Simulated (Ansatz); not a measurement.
# How settings move the results for Ge

```yaml
crystal:
  lattice:
    - [2.71207, 0.00000, 0.00000]
    - [0.00000, 2.71207, 0.00000]
    - [0.00000, 0.00000, 2.71207]
  atoms:
    - { symbol: Ge, position: [0.00000, 0.00000, 0.00000] }
```

The structure comes from a relaxation in the same program, started in the sc type, and has space group Pm-3m. Whether it is a known phase or the ground state wasn't checked.

These are results of DFT, PBE, PAW with Ansatz's default frozen-core files, scalar-relativistic (Ansatz 0.2.0), not measurements.

The runs use a Γ-centred 13×13×13 k mesh, Fermi–Dirac smearing of 0.05 eV, cutoff 420 eV, no spin polarisation. One setting is then changed at a time.

P includes the program's estimate of the Pulay (finite-basis) term, listed apart; without it the pressure would be far more sensitive to the cutoff.

```json
{"PAW cutoff (eV)": "420 (base)", "free energy less the base's (meV/atom)": "0.0", "P (GPa)": "0.00", "Pulay term in P (GPa)": "0.03"}
{"PAW cutoff (eV)": "200", "free energy less the base's (meV/atom)": "8501", "P (GPa)": "?", "Pulay term in P (GPa)": "324.03"}
{"PAW cutoff (eV)": "350", "free energy less the base's (meV/atom)": "7.9", "P (GPa)": "0.01", "Pulay term in P (GPa)": "?"}
{"PAW cutoff (eV)": "500", "free energy less the base's (meV/atom)": "-1.0", "P (GPa)": "0.00", "Pulay term in P (GPa)": "0.02"}
{"PAW cutoff (eV)": "600", "free energy less the base's (meV/atom)": "-1.2", "P (GPa)": "0.00", "Pulay term in P (GPa)": "0.00"}
{"PAW cutoff (eV)": "800", "free energy less the base's (meV/atom)": "-1.3", "P (GPa)": "0.00", "Pulay term in P (GPa)": "0.00"}
```

Problem. What belongs in the row "200", column "P (GPa)"?

Solution. -3.71.

Problem. Fill in "Pulay term in P (GPa)" for the row "350".

Solution. 0.91.
